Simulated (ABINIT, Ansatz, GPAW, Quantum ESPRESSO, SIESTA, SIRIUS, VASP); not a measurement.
CdSe: programs and potentials compared

```
CELL_PARAMETERS angstrom
4.30000 0.00000 0.00000
-2.15000 3.72391 0.00000
0.00000 0.00000 7.02000
ATOMIC_POSITIONS crystal
Cd 0.66667 0.33333 0.50000
Cd 0.33333 0.66667 0.00000
Se 0.66667 0.33333 0.88500
Se 0.33333 0.66667 0.38500
```

Alike in all runs: task single point; functional PBE; k mesh 7 × 7 × 4; occupations fermi-dirac, width 0.05 eV; no spin polarisation; no spin-orbit coupling. Pressure is positive in compression and, in plane waves, holds the error of the finite cutoff, which Ansatz's Pulay term estimates and takes out.

```json
{"program and potentials": "SIRIUS, PseudoDojo 0.4.1 PBE standard (scalar relativistic)", "plane-wave cutoff (eV)": "1388", "notes": "18 valence electrons an atom on average", "pressure (GPa)": "3.02", "largest force (eV/Å)": "0.285"}
{"program and potentials": "SIESTA, files PseudoDojo sr-pbe-0.4.1-standard, DZP (energy shift 0.003 Ry; two zetas on semicore shells)", "plane-wave cutoff (eV)": "-", "notes": "atomic basis; 18 valence electrons an atom on average", "pressure (GPa)": "3.20", "largest force (eV/Å)": "0.321"}
{"program and potentials": "Quantum ESPRESSO, SSSP 1.3 efficiency PBE", "plane-wave cutoff (eV)": "816", "notes": "9 valence electrons an atom on average", "pressure (GPa)": "3.05", "largest force (eV/Å)": "0.286"}
{"program and potentials": "GPAW, GPAW PAW data sets (gpaw-data 1.2.1)", "plane-wave cutoff (eV)": "600", "notes": "9 valence electrons an atom on average", "pressure (GPa)": "2.79", "largest force (eV/Å)": "0.281"}
{"program and potentials": "VASP, PBE PAW files Cd, Se, 520 eV", "plane-wave cutoff (eV)": "520", "notes": "9 valence electrons an atom on average", "pressure (GPa)": "3.34", "largest force (eV/Å)": "0.291"}
{"program and potentials": "Ansatz, all-electron LAPW, scalar-relativistic", "plane-wave cutoff (eV)": "-", "notes": "-", "pressure (GPa)": "3.03", "largest force (eV/Å)": "0.283"}
{"program and potentials": "Ansatz, Ansatz PAW (earlier soft set)", "plane-wave cutoff (eV)": "420", "notes": "18 valence electrons an atom on average; Pulay term of +0.02 GPa included", "pressure (GPa)": "3.02", "largest force (eV/Å)": "0.282"}
{"program and potentials": "ABINIT, JTH PAW PBE v2.0", "plane-wave cutoff (eV)": "599", "notes": "9 valence electrons an atom on average", "pressure (GPa)": "3.07", "largest force (eV/Å)": "0.285"}
```

Force on atom 1 (Cd), eV/Å:

```tsv
program and potentials	x	y	z
SIRIUS, PseudoDojo 0.4.1 PBE standard (scalar relativistic)	0.000	0.000	0.285
SIESTA, files PseudoDojo sr-pbe-0.4.1-standard, DZP (energy shift 0.003 Ry; two zetas on semicore shells)	0.000	0.000	0.321
Quantum ESPRESSO, SSSP 1.3 efficiency PBE	0.000	0.000	0.286
GPAW, GPAW PAW data sets (gpaw-data 1.2.1)	0.000	0.000	0.281
VASP, PBE PAW files Cd, Se, 520 eV	0.000	0.000	0.291
Ansatz, all-electron LAPW, scalar-relativistic	0.000	0.000	0.283
Ansatz, Ansatz PAW (earlier soft set)	0.000	0.000	0.282
ABINIT, JTH PAW PBE v2.0	0.000	0.000	0.285
```

The pressure spans 2.79 (GPAW, GPAW PAW data sets (gpaw-data 1.2.1)) to 3.34 GPa (VASP, PBE PAW files Cd, Se, 520 eV), with all-electron results at 3.03. Rows in atomic bases carry the error of their basis and grid, which can be large.

Differences between rows come from potentials, basis sets and numerical settings, since the functional is the same but for its coding. Runs on potential files found faulty are left out.
